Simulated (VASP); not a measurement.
# Cs under changes of volume

One of the cells (125.566 Å³/atom); the others are scaled copies at fixed shape and fractional positions:

```xyz
1
Lattice="0.0000 3.9745 3.9745 3.9745 0.0000 3.9745 3.9745 3.9745 0.0000" Properties=species:S:1:pos:R:3 pbc="T T T"
Cs    0.0000    0.0000    0.0000
```

This isn't the form of Cs at room conditions, which is bcc.

| Item | Value |
| --- | --- |
| Program | VASP 6.6.1 |
| Functional | PBE |
| Potentials or basis | VASP PAW PBE potentials, release 64 (Cs_sv) |
| Cutoff | 520 eV |
| k mesh | 6 × 6 × 6 |
| Occupations | fermi-dirac, width 0.05 eV |
| Spin | no spin polarisation |

| volume (Å³/atom) | energy over the lowest point (meV/atom) | pressure (GPa) |
| --- | --- | --- |
| 115.718 | 0.52 | 0.0 |
| 118.180 | 0.00 | 0.0 |
| 120.642 | 0.12 | 0.0 |
| 125.566 | ? | ? |
| 128.028 | 3.76 | -0.1 |
| 130.490 | 5.93 | -0.2 |

Q: What does the run at 125.566 Å³/atom give?

A: Energy over the lowest point 2.04 meV/atom; pressure -0.1 GPa.

Worked out: A Birch-Murnaghan fit of order 3 (a polynomial in V^(-2/3)) to the other rows has its minimum at 118.94 Å³/atom with B0 = V·E''(V) = 1.9 GPa and B' = 3.1. It gives 2.04 meV/atom at 125.566 Å³/atom, against the run's 2.04, and -dE/dV = -0.1 GPa, against -0.1.

Energies are extrapolated to zero smearing.
